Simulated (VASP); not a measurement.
The system is HfB2.

```
Hf B
1.0
     3.14000    0.00000    0.00000
    -1.57000    2.71932    0.00000
     0.00000    0.00000    3.48000
Hf B
1 2
Direct
  0.00000 0.00000 0.00000
  0.66667 0.33333 0.50000
  0.33333 0.66667 0.50000
```

Base run:

- Program: VASP 6.6.1
- Functional: LDA
- Potentials or basis: VASP PAW LDA potentials, release 64 (Hf_pv, B)
- Cutoff: 520 eV
- k mesh: 10 × 10 × 8
- Occupations: fermi-dirac, width 0.05 eV
- Spin: no spin polarisation
- Hubbard terms: Hf d U = 8 eV

Its results: band gap on the k mesh none (metal or under the smearing width); pressure 14.2 GPa.

Problem. After a change of settings the same cell gave: band gap on the k mesh none (metal or under the smearing width); pressure 1.8 GPa. Which change was it?
A. hubbard terms from Hf d U = 8 eV to Hf d U = 5 eV
B. hubbard terms from Hf d U = 8 eV to Hf d U = 4 eV
C. hubbard terms from Hf d U = 8 eV to none

Solution. B.

Caveats: U without spin polarisation on a metal has little footing; the U is typed as a test and isn't derived for this compound.
